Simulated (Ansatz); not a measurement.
Pt:

```xyz
1
Lattice="-1.5842 1.5842 1.5842 1.5842 -1.5842 1.5842 1.5842 1.5842 -1.5842" Properties=species:S:1:pos:R:3 pbc="T T T"
Pt    0.0000    0.0000    0.0000
```

This isn't the form of Pt at room conditions, which is fcc.

```yaml
Program: Ansatz 0.2.0
Task: relaxation of cell and atoms
Functional: PBEsol
Potentials_or_basis: all-electron LAPW, scalar-relativistic
Basis_error_allowed: 0.001 eV/atom
k_mesh: 12 × 12 × 12
Occupations: fermi-dirac, width 0.05 eV
Spin: no spin polarisation
```

At the start: volume 15.90 Å³/atom.

**Question.** Where does the relaxation end?

**Answer.** Over 5 steps the energy falls by 26.1 meV/atom and the volume is 15.19 Å³/atom (-4.5 %); space group Im-3m (No. 229, to 0.05 Å).

The path:
```
step  energy change (eV)  largest force (eV/Å)  volume (Å³)
   1              0.0000                0.0000        15.90
   2             -0.0252                0.0000        15.32
   3             -0.0261                0.0000        15.18
   4             -0.0261                0.0000        15.19
   5             -0.0261                0.0000        15.19
```

Final structure:
```
Pt
1.0
    -1.56028    1.56028    1.56028
     1.56028   -1.56028    1.56028
     1.56028    1.56028   -1.56028
Pt
1
Cartesian
  0.0000 0.0000 0.0000
```
